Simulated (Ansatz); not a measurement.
One crystal and one scan (energy against volume) at two levels, r2SCAN (plane waves to 500 eV, PAW, scalar-relativistic; Ansatz, a first-principles code) and PBE (plane waves to 420 eV, PAW, scalar-relativistic; Ansatz), each from its own relaxed cell and on its own mesh. The cell shown is that of r2SCAN.

RuO₂ (rutile)

```xyz
6
Lattice="4.4799 0.0000 0.0000 0.0000 4.4799 0.0000 0.0000 0.0000 3.1069" Properties=species:S:1:pos:R:3 pbc="T T T"
Ru     2.2400     2.2400     1.5535
Ru     0.0000     0.0000     0.0000
O      3.6078     3.6078     1.5535
O      1.3678     3.1121     0.0000
O      3.1121     1.3678     0.0000
O      0.8721     0.8721     1.5535
```

E(V) scan at fixed shape, V₀ the volume above. The atoms relax within the cell's symmetry.

E stands for the smeared free energy. RuO2 is run without spin polarisation and with no Hubbard U. RuO2 was relaxed with its symmetry unable to fall. With the shape held, the modulus is that of even scaling; a crystal free to change shape is softer. Percentages come from the unrounded values. Both scans cover V/V₀ from 0.940 to 1.060.

Results of r2SCAN:

| Quantity | Value |
|---|---|
| Lattice constant a (Å) | 4.480 |
| Lattice constant c (Å) | 3.107 |
| Relaxed volume (Å³/atom) | 10.39 |
| Pressure at the smallest volume (GPa) | 20.7 |
| Energy cost of the largest compression (meV/atom) | 38 |
| Energy cost of the largest expansion (meV/atom) | 30 |
| Bulk modulus at fixed cell shape B₀ (third-order Birch-Murnaghan fit) (GPa) | 289.2 |
| Pressure for 5 % compression (fit) (GPa) | 16.7 |

Estimate the PBE values.


```tsv
quantity	PBE	r2SCAN − PBE
Lattice constant a (Å)	4.523	-0.043 (-1.0 %)
Lattice constant c (Å)	3.119	-0.012 (-0.4 %)
Relaxed volume (Å³/atom)	10.64	-0.25 (-2.3 %)
Pressure at the smallest volume (GPa)	18.7	+2.0 (+11 %)
Energy cost of the largest compression (meV/atom)	35	+3 (+8 %)
Energy cost of the largest expansion (meV/atom)	28	+2 (+9 %)
Bulk modulus at fixed cell shape B₀ (third-order Birch-Murnaghan fit) (GPa)	260.1	+29.1 (+11 %)
Pressure for 5 % compression (fit) (GPa)	15.1	+1.6 (+11 %)
```

r2SCAN gives the higher value for: pressure at the smallest volume; energy cost of the largest compression; bulk modulus at fixed cell shape B₀; pressure for 5 % compression. r2SCAN gives the lower value for: lattice constant a; lattice constant c; relaxed volume.

(Under strain, the slope of the energy per volume gives the stress and its curvature an elastic modulus.)
